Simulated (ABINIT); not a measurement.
Here is an ABINIT 10.8.3 (patched build) calculation.

File run.abi:

```
# Pseudopotentials
pp_dirpath "./"
pseudos "N.GGA_PBE-JTH.xml, B.GGA_PBE-JTH.xml"

# Structure
acell 3*1.0 Angstrom
rprim
     2.5539396017     0.0000000000     0.0000000000
    -1.2769698009     2.2117765748     0.0000000000
     0.0000000000     0.0000000000     4.2268550000
ntypat 2
znucl 7 5
natom 4
typat 1 1 2 2
xred
     0.3334880000     0.6536870000     0.1223270000
     0.6682570000     0.3213090000     0.6214650000
     0.3232690000     0.6717890000     0.4884910000
     0.6967360000     0.3469010000     0.9952160000
chkprim 0
chksymtnons 0
tolsym 1.0e-6

# Plane-wave basis
ecut 25.0
pawecutdg 47.0

# k points
kptopt 1
ngkpt 12 12 6
nshiftk 1
shiftk 0.0 0.0 0.0

# Exchange and correlation
ixc 11

# Bands and occupations
nband 12
occopt 3
tsmear 0.05 eV

# SCF cycle
nstep 100
tolvrs 1.0e-9

# Output
iomode 3
prtwf 0
prteig 0
prtebands 0
enunit 2
prtden 1
prtvha 1
prtvclmb 1
prtpot 1
```

Potentials or basis: JTH PAW PBE v2.0.

Launch:

```bash
$ abinit run.abi > log 2>&1
```

**Question.** What does it give for the largest force?

**Answer.** 1.826 eV/Å.

**Question.** What does it give for the band gap on the k mesh?

**Answer.** 4.46 eV, indirect (least direct gap 7.36 eV).

Forces in eV/Å, atoms in the order of the input:
```
N    0.740  1.249 -0.358
N   -0.602  0.927 -0.349
B    1.049 -0.830  1.044
B   -1.186 -1.346 -0.336
```

Caveat: the atomic spheres overlap. A k mesh can miss the band edges.
